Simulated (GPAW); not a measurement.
Runs of GPAW 26.7.0 on TiO. The structure is cubic, space group Pm-3m (No. 221). Conventional cell: a = 4.087 Å, b = 4.087 Å, c = 4.087 Å, α = 90.00°, β = 90.00°, γ = 90.00°. Ti (site symmetry 4/mmm) is surrounded by 4 O at 2.04 Å. Around O (site symmetry 4/mmm) lie 4 Ti at 2.04 Å. The cell comes from a database or a generator and needn't be the stable form of this composition.

| task | level | potentials or basis | k mesh | band path | band points | pressure (GPa) |
| --- | --- | --- | --- | --- | --- | --- |
| band structure | PBEsol | PAW data sets generated in the run's folder for this functional, pw | 5 × 5 × 5 | GXMGRX,MR | 60 | -7.1 |
| single point | PBEsol | PAW data sets generated in the run's folder for this functional, pw | 7 × 7 × 7 | - | - | -7.1 |
| band structure | LDA | the program's PAW data sets (release 1.2.1) made for this functional, pw | 5 × 5 × 5 | GXMGRX,MR | 60 | (a) |
| band structure | r2SCAN | GPAW PAW data sets (gpaw-data 1.2.1), pw | 5 × 5 × 5 | GXMGRX,MR | 60 | -3.5 |

Alike in all rows: no spin polarisation; cell as given; cutoff (eV) 800; smearing fermi-dirac 0.05 eV.

Q: Fill in the values left out.

A: (a) -13.2.

Caveats: the PAW data sets were made with another functional, which shifts forces and pressure a little (some runs).
